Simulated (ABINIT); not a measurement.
# I (I4/mmm) in ABINIT: a series of runs

One crystal, I, is run at these levels: LDA; tasks: relaxation of cell and atoms, single point.

Program: ABINIT 10.8.3 (patched build). These are calculated values, not measurements. Logs are shortened: lines on timing, memory, paths and dates and some standing lists are left out, and cuts for length are marked. The log counts tension as positive stress, the text compression.

### Step 1. Starting point

Symmetry: I4/mmm, No. 139, tetragonal system. The conventional cell has a = 3.235 Å, b = 3.235 Å, c = 8.530 Å, α = 90.00°, β = 90.00°, γ = 90.00°. I (site symmetry 4/mmm) is surrounded by 4 I at 3.23 Å.

### Step 2. Relaxation of cell and atoms, LDA

run.abi reads:

```
pp_dirpath "./"
pseudos "I.hgh"

acell 3*1.0 Angstrom
rprim
    -1.6174560000     1.6174560000     4.2648080000
     1.6174560000    -1.6174560000     4.2648080000
     1.6174560000     1.6174560000    -4.2648080000
ntypat 1
znucl 53
natom 1
typat 1
chkprim 0
chksymtnons 0
tolsym 1.0e-6
xred
            0.0            0.0            0.0

ecut 18.0
ecutsm 0.5

kptopt 1
ngkpt 8 8 8
nshiftk 1
shiftk 0.0 0.0 0.0

ixc 7

nband 8
occopt 3
tsmear 0.05 eV

nstep 80
tolvrs 1.0e-12

iomode 3
prteig 0
prtebands 0
prtwf 0
prtden 0

ionmov 2
optcell 2
ntime 50
tolmxf 2.0e-5
dilatmx 1.08
```

Potentials or basis: HGH LDA.

On the command line:

```bash
> abinit run.abi > log 2>&1
```

run.abo:

```text
.Version 10.8.3 of ABINIT
 Symmetries : space group I4/m m m (#139); Bravais tI (body-center tetrag.)
================================================================================
 Values of the parameters that define the memory need of the present run
     intxc =       0    ionmov =       2      iscf =       7    lmnmax =       6
     lnmax =       6     mgfft =      40  mpssoang =       3    mqgrid =    3001
     natom =       1  nloc_mem =       1    nspden =       1   nspinor =       1
    nsppol =       1      nsym =      16    n1xccc =       0    ntypat =       1
    occopt =       3   xclevel =       1
       mpw =        1398          nfft =       64000          nkpt =          59
================================================================================
================================================================================

--------------------------------------------------------------------------------
------------- Echo of variables that govern the present computation ------------
--------------------------------------------------------------------------------
 -outvars: echo values of preprocessed input variables --------
            acell      1.8897261259E+00  1.8897261259E+00  1.8897261259E+00 Bohr
              amu      1.26904470E+02
          chkprim           0
      chksymtnons           0
          dilatmx      1.08000000E+00
             ecut      1.80000000E+01 Hartree
           ecutsm      5.00000000E-01 Hartree
           ionmov           2
                       outvar_i_n : Printing only first  50 k-points.
              ixc           7
                       outvar_i_n : Printing only first  50 k-points.
         kptrlatt        8    0    0      0    8    0      0    0    8
          kptrlen      4.89047818E+01
            natom           1
            nband           8
            ngfft          40      40      40
             nkpt          59
            nstep          80
             nsym          16
            ntime          50
           ntypat           1
                       prtocc : prtvol=0, do not print more k-points.
           occopt           3
          optcell           2
           prtden           0
        prtebands           0
           prteig           0
            prtwf           0
            rprim     -1.6174560000E+00  1.6174560000E+00  4.2648080000E+00
                       1.6174560000E+00 -1.6174560000E+00  4.2648080000E+00
                       1.6174560000E+00  1.6174560000E+00 -4.2648080000E+00
          spgroup         139
           tolmxf      2.00000000E-05
           tolsym      1.00000000E-06
           tolvrs      1.00000000E-12
           tsmear      1.83746611E-03 Hartree
            typat      1
                       outvars : Printing only first  50 k-points.
            znucl       53.00000

================================================================================

 chkinp: Checking input parameters for consistency.

[... 39 lines left out ...]
================================================================================

=== [ionmov= 2] Broyden-Fletcher-Goldfarb-Shanno method (forces)
================================================================================

--- Iteration: ( 1/50) Internal Cycle: (1/1)
--------------------------------------------------------------------------------

---SELF-CONSISTENT-FIELD CONVERGENCE--------------------------------------------
[... 1070 lines left out ...]
 Difference of energy with previous step (new-old):
           Absolute (Ha)=-1.36361E-07
           Relative     =-1.18142E-08

 At Broyd/MD step  12, gradients are converged :
  max grad (force/stress) = 9.3265E-07 < tolmxf= 2.0000E-05 ha/bohr (free atoms)

================================================================================

 ----iterations are completed or convergence reached----

 Mean square residual over all n,k,spin=   36.009E-07; max=  16.339E-04
 reduced coordinates (array xred) for    1 atoms
       0.000000000000      0.000000000000      0.000000000000
 rms dE/dt=  0.0000E+00; max dE/dt=  0.0000E+00; dE/dt below (all hartree)
    1       0.000000000000      0.000000000000      0.000000000000

 cartesian coordinates (angstrom) at end:
    1      0.00000000000000     0.00000000000000     0.00000000000000

 cartesian forces (hartree/bohr) at end:
    1     -0.00000000000000    -0.00000000000000    -0.00000000000000
 frms,max,avg= 0.0000000E+00 0.0000000E+00   0.000E+00  0.000E+00  0.000E+00 h/b

 cartesian forces (eV/Angstrom) at end:
    1     -0.00000000000000    -0.00000000000000    -0.00000000000000
 frms,max,avg= 0.0000000E+00 0.0000000E+00   0.000E+00  0.000E+00  0.000E+00 e/A
 length scales=  7.943279011931  7.943279011931  7.943279011931 bohr
              =  4.203402230107  4.203402230107  4.203402230107 angstroms
 Fermi (or HOMO) energy (hartree) =  -0.03998   Average Vxc (hartree)=  -0.32168
 Eigenvalues (hartree) for nkpt=  59  k points:
 kpt#   1, nband=  8, wtk=  0.00195, kpt=  0.0000  0.0000  0.0000 (reduced coord)
  -0.56824   -0.09451    0.00140    0.00140    0.13693    0.24374    0.27848    0.40931
      occupation numbers for kpt#   1
   2.00000    2.00000    0.00000    0.00000    0.00000    0.00000    0.00000    0.00000
 prteigrs : prtvol=0 or 1, do not print more k-points.

--- !EnergyTerms
iteration_state     : {dtset: 1, itime: 12, icycle: 1, }
comment             : Components of total free energy in Hartree
kinetic             :  3.32188309537579E+00
hartree             :  9.15349492342019E-01
xc                  : -2.23125313833311E+00
Ewald energy        : -1.11854546593213E+01
psp_core            :  1.58417487010859E+00
local_psp           : -3.67245536114658E+00
non_local_psp       : -2.74243870591754E-01
internal            : -1.15419995715663E+01
'-kT*entropy'       : -1.50090106566099E-04
total_energy        : -1.15421496616729E+01
total_energy_eV     : -3.14077892552699E+02
band_energy         : -1.70633321294433E+00
...

 Cartesian components of stress tensor (hartree/bohr^3)
  sigma(1 1)= -3.01810303E-09  sigma(3 2)=  0.00000000E+00
  sigma(2 2)= -3.01810304E-09  sigma(3 1)=  0.00000000E+00
  sigma(3 3)= -9.32652441E-09  sigma(2 1)=  0.00000000E+00

-Cartesian components of stress tensor (GPa)         [Pressure=  1.5066E-04 GPa]
- sigma(1 1)= -8.87956569E-05  sigma(3 2)=  0.00000000E+00
- sigma(2 2)= -8.87956570E-05  sigma(3 1)=  0.00000000E+00
- sigma(3 3)= -2.74395822E-04  sigma(2 1)=  0.00000000E+00

== END DATASET(S) ==============================================================
================================================================================

 -outvars: echo values of variables after computation  --------
            acell      7.9432790119E+00  7.9432790119E+00  7.9432790119E+00 Bohr
           etotal     -1.1542149662E+01
            fcart     -0.0000000000E+00 -0.0000000000E+00 -0.0000000000E+00
            rprim     -3.7610283362E-01  3.7610283362E-01  8.4681362594E-01
                       3.7610283362E-01 -3.7610283362E-01  8.4681362594E-01
                       3.7610283362E-01  3.7610283362E-01 -8.4681362594E-01
           strten     -3.0181030331E-09 -3.0181030383E-09 -9.3265244121E-09
                       0.0000000000E+00  0.0000000000E+00  0.0000000000E+00
 Calculation completed.
```

Wall time 4.5 min (1 thread of Arm Neoverse V1, shared host); peak memory 0.08 GiB.

What came out:

```
Free energy                            : -314.0779 eV
Relaxed volume                         : 35.58 Å³/atom
Relaxed cell                           : a = 4.203 Å, b = 4.203 Å, c = 4.203 Å, α = 135.82°, β = 135.82°, γ = 64.27°
Space group after relaxing (to 0.05 Å) : I4/mmm (No. 139)
Energy gained by relaxing              : 59.4 meV/atom
Ionic steps                            : 12
Pressure after relaxing                : 0.0 GPa
Band gap on the k mesh                 : none (metal or under the smearing width)
```

Step by step:
```csv
step,energy change (eV),largest force (eV/Å),pressure (GPa),volume (Å³)
1,0.0000,0.0000,-1.98,44.63
2,-0.0035,0.0000,-1.82,44.36
3,-0.0190,0.0000,-0.01,41.73
4,-0.0196,0.0000,-0.22,41.92
5,-0.0208,0.0000,-0.43,41.99
6,-0.0258,0.0000,-0.96,41.69
7,-0.0364,0.0000,-1.62,40.20
8,-0.0451,0.0000,-1.76,36.68
9,-0.0529,0.0000,-1.30,37.32
10,-0.0587,0.0000,-0.30,36.24
11,-0.0594,0.0000,0.03,35.55
12,-0.0594,0.0000,0.00,35.58
```

Final structure:
```xyz
1
Lattice="-1.5809 1.5809 3.5595 1.5809 -1.5809 3.5595 1.5809 1.5809 -3.5595" Properties=species:S:1:pos:R:3 pbc="T T T"
I     0.0000    0.0000    0.0000
```

Caveat: the volume moved by over 15 % at a fixed basis, so the end points are rough; HGH potentials are hard and often keep d shells in the core, so these values are rough; an odd number of electrons without spin polarisation forces a metal; a magnetic or distorted state may lie lower.

### Step 3. Single point, LDA (cell relaxed)

run.abi reads:

```
# Pseudopotentials
pp_dirpath "./"
pseudos "I.hgh"

# Structure
acell 7.9432790171 7.9432790171 7.9432790171
rprim
    -0.3761028332     0.3761028332     0.8468136263
     0.3761028332    -0.3761028332     0.8468136263
     0.3761028332     0.3761028332    -0.8468136263
ntypat 1
znucl 53
natom 1
typat 1
xred
     0.0000000000     0.0000000000     0.0000000000
chkprim 0
chksymtnons 0
tolsym 1.0e-6

# Plane-wave basis
ecut 18.0

# k points
kptopt 1
ngkpt 8 8 8
nshiftk 1
shiftk 0.0 0.0 0.0

# Exchange and correlation
ixc 7

# Bands and occupations
nband 8
occopt 3
tsmear 0.00183747

# SCF cycle
nstep 100
tolvrs 1.0e-10

# Output
iomode 3
prtwf 0
prteig 0
prtebands 0
prtden 1
prtvha 1
prtvclmb 1
prtpot 1
prtelf 1
```

Potentials or basis: HGH LDA.

On the command line:

```bash
> abinit run.abi > log 2>&1
```

run.abo:

```text
.Version 10.8.3 of ABINIT
 Symmetries : space group I4/m m m (#139); Bravais tI (body-center tetrag.)
================================================================================
 Values of the parameters that define the memory need of the present run
     intxc =       0    ionmov =       0      iscf =       7    lmnmax =       6
     lnmax =       6     mgfft =      32  mpssoang =       3    mqgrid =    3001
     natom =       1  nloc_mem =       1    nspden =       1   nspinor =       1
    nsppol =       1      nsym =      16    n1xccc =       0    ntypat =       1
    occopt =       3   xclevel =       1
       mpw =         886          nfft =       32768          nkpt =          59
================================================================================
================================================================================

--------------------------------------------------------------------------------
------------- Echo of variables that govern the present computation ------------
--------------------------------------------------------------------------------
 -outvars: echo values of preprocessed input variables --------
            acell      7.9432790171E+00  7.9432790171E+00  7.9432790171E+00 Bohr
              amu      1.26904470E+02
          chkprim           0
      chksymtnons           0
             ecut      1.80000000E+01 Hartree
                       outvar_i_n : Printing only first  50 k-points.
              ixc           7
                       outvar_i_n : Printing only first  50 k-points.
         kptrlatt        8    0    0      0    8    0      0    0    8
          kptrlen      4.77998359E+01
            natom           1
            nband           8
            ngfft          32      32      32
             nkpt          59
            nstep         100
             nsym          16
           ntypat           1
                       prtocc : prtvol=0, do not print more k-points.
           occopt           3
        prtebands           0
           prteig           0
           prtelf           1
           prtpot           1
         prtvclmb           1
           prtvha           1
            prtwf           0
            rprim     -3.7610283320E-01  3.7610283320E-01  8.4681362630E-01
                       3.7610283320E-01 -3.7610283320E-01  8.4681362630E-01
                       3.7610283320E-01  3.7610283320E-01 -8.4681362630E-01
          spgroup         139
           tolsym      1.00000000E-06
[... 116 lines left out ...]
    1        2.00000          2.83783380
================================================================================

 ----iterations are completed or convergence reached----

 Mean square residual over all n,k,spin=   21.091E-07; max=  42.415E-05
 reduced coordinates (array xred) for    1 atoms
       0.000000000000      0.000000000000      0.000000000000
 rms dE/dt=  0.0000E+00; max dE/dt=  0.0000E+00; dE/dt below (all hartree)
    1       0.000000000000      0.000000000000      0.000000000000

 cartesian coordinates (angstrom) at end:
    1      0.00000000000000     0.00000000000000     0.00000000000000

 cartesian forces (hartree/bohr) at end:
    1     -0.00000000000000    -0.00000000000000    -0.00000000000000
 frms,max,avg= 0.0000000E+00 0.0000000E+00   0.000E+00  0.000E+00  0.000E+00 h/b

 cartesian forces (eV/Angstrom) at end:
    1     -0.00000000000000    -0.00000000000000    -0.00000000000000
 frms,max,avg= 0.0000000E+00 0.0000000E+00   0.000E+00  0.000E+00  0.000E+00 e/A
 length scales=  7.943279017100  7.943279017100  7.943279017100 bohr
              =  4.203402232842  4.203402232842  4.203402232842 angstroms
 Fermi (or HOMO) energy (hartree) =  -0.03998   Average Vxc (hartree)=  -0.32168
 Eigenvalues (hartree) for nkpt=  59  k points:
 kpt#   1, nband=  8, wtk=  0.00195, kpt=  0.0000  0.0000  0.0000 (reduced coord)
  -0.56825   -0.09451    0.00140    0.00140    0.13693    0.24374    0.27847    0.40932
      occupation numbers for kpt#   1
   2.00000    2.00000    0.00000    0.00000    0.00000    0.00000    0.00000    0.00000
 prteigrs : prtvol=0 or 1, do not print more k-points.

--- !EnergyTerms
iteration_state     : {dtset: 1, }
comment             : Components of total free energy in Hartree
kinetic             :  3.32202685314334E+00
hartree             :  9.15368893986885E-01
xc                  : -2.23126311807432E+00
Ewald energy        : -1.11854546568392E+01
psp_core            :  1.58417486989962E+00
local_psp           : -3.67263095883440E+00
non_local_psp       : -2.74283957223918E-01
internal            : -1.15420620739420E+01
'-kT*entropy'       : -1.50098087728674E-04
total_energy        : -1.15422121720297E+01
total_energy_eV     : -3.14079593546164E+02
band_energy         : -1.70637948327522E+00
...

 Cartesian components of stress tensor (hartree/bohr^3)
  sigma(1 1)=  1.37169228E-05  sigma(3 2)=  0.00000000E+00
  sigma(2 2)=  1.37169228E-05  sigma(3 1)=  0.00000000E+00
  sigma(3 3)=  1.35709176E-05  sigma(2 1)=  0.00000000E+00

-Cartesian components of stress tensor (GPa)         [Pressure= -4.0213E-01 GPa]
- sigma(1 1)=  4.03565802E-01  sigma(3 2)=  0.00000000E+00
- sigma(2 2)=  4.03565802E-01  sigma(3 1)=  0.00000000E+00
- sigma(3 3)=  3.99270182E-01  sigma(2 1)=  0.00000000E+00

== END DATASET(S) ==============================================================
================================================================================

 -outvars: echo values of variables after computation  --------
            acell      7.9432790171E+00  7.9432790171E+00  7.9432790171E+00 Bohr
           etotal     -1.1542212172E+01
            fcart     -0.0000000000E+00 -0.0000000000E+00 -0.0000000000E+00
            rprim     -3.7610283320E-01  3.7610283320E-01  8.4681362630E-01
                       3.7610283320E-01 -3.7610283320E-01  8.4681362630E-01
                       3.7610283320E-01  3.7610283320E-01 -8.4681362630E-01
           strten      1.3716922819E-05  1.3716922819E-05  1.3570917635E-05
                       0.0000000000E+00  0.0000000000E+00  0.0000000000E+00
 Calculation completed.
```

Run time: 12 s. Hardware: 1 thread of Arm Neoverse V1, shared host; peak memory 0.07 GiB.

What came out:

* Free energy: -314.0796 eV
* Pressure: -0.4 GPa
* Band gap on the k mesh: none (metal or under the smearing width)
* Valence electrons inside the program's atomic spheres: I 2.84 (radii [1.0584] Å)

Caveat: HGH potentials are hard and often keep d shells in the core, so these values are rough; an odd number of electrons without spin polarisation forces a metal; a magnetic or distorted state may lie lower.
